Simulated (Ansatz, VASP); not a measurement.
**CaSe: VASP beside Ansatz**

```
Ca Se
1.0
     4.66690    0.00000    0.00000
     2.33345    4.04166    0.00000
     2.33345    1.34722    3.81051
Ca Se
1 1
Cartesian
  0.0000 0.0000 0.0000
  7.0004 4.0417 2.8579
```

The cell comes from a database or a generator and needn't be the stable form of this composition.

Alike in both runs: task single point; functional PBEsol; k mesh 2 × 2 × 2; no spin polarisation.

|  | VASP | Ansatz |
| --- | --- | --- |
| version | VASP 6.6.1 | Ansatz 0.2.0 |
| potentials or method | VASP PAW PBE potentials, release 64 (Ca_sv, Se) | plane waves, PAW |
| plane-wave cutoff (eV) | 520 | 531 |
| occupations | gaussian, width 0.01 eV | fixed |
| valence electrons in the cell | 16 | 26 |

|  | VASP | Ansatz | Ansatz less VASP |
| --- | --- | --- | --- |
| gap on the k mesh at the Fermi level (eV) | 3.00 | 3.00 | -0.002 |

The two sets of potentials don't hold the same shells in valence.

Caveats: the k mesh is coarse (spacing up to 0.82 Å⁻¹), so the values aren't converged. A k mesh can miss the band edges. Expect the measured gap to be larger: semilocal functionals such as PBEsol lack the derivative discontinuity.
